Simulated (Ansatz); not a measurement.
**Relaxing Ag**

The calculation used DFT PBE, scalar-relativistic, plane waves, PAW in Ansatz 0.2.0. Cutoff 420 eV, Γ-centred k mesh, Gaussian smearing, no spin polarisation in the final step.

Ag was placed on the sites of a reported Si cell (Ia-3, No. 206), at a guessed volume.

```xyz
8
Lattice="-3.3731 3.3731 3.3731 3.3731 -3.3731 3.3731 3.3731 3.3731 -3.3731" Properties=species:S:1:pos:R:3 pbc="T T T"
Ag    0.6949    0.6949    0.6949
Ag   -0.6949    2.6782    0.6949
Ag    0.6949   -0.6949    2.6782
Ag    2.6782    0.6949   -0.6949
Ag    2.6782    2.6782    2.6782
Ag    0.6949    4.0679   -0.6949
Ag   -0.6949    0.6949    4.0679
Ag    4.0679   -0.6949    0.6949
```

Cell and atoms relax at zero pressure; the relaxation can't lower the symmetry of the start. After a coarse first stage the cell is made exact in the group found at 0.06 Å.

Energies count from the standard state of Ag at the same level.

Describe the relaxed structure.

It keeps Ia-3 (No. 206). Conventional cell: a = 7.379 Å. Ag has 4 Ag at 2.63–2.76 Å.

Space group Ia-3 (No. 206). a = 7.379 Å, b = 7.379 Å, c = 7.379 Å, α = 90.00°, β = 90.00°, γ = 90.00°
```json
{"atom": "Ag", "site": "16c", "symmetry": ".3.", "x": "0.1081", "y": "0.1081", "z": "0.1081"}
```

What are its volume, energy, density and gap?

The volume per atom is 25.11 Å³, the density is 7.13 g/cm³ and the energy over the standard structure is 0.67 eV/atom. The gap on the 8×8×8 mesh is 0 eV (a metal).

The final run used a 8×8×8 mesh on its 8-atom cell and 0.10 eV smearing. For metals, differences of a few meV/atom aren't resolved. Symmetry constrained the relaxation, so the result can be a saddle point.

This form isn't the element's structure at ambient conditions.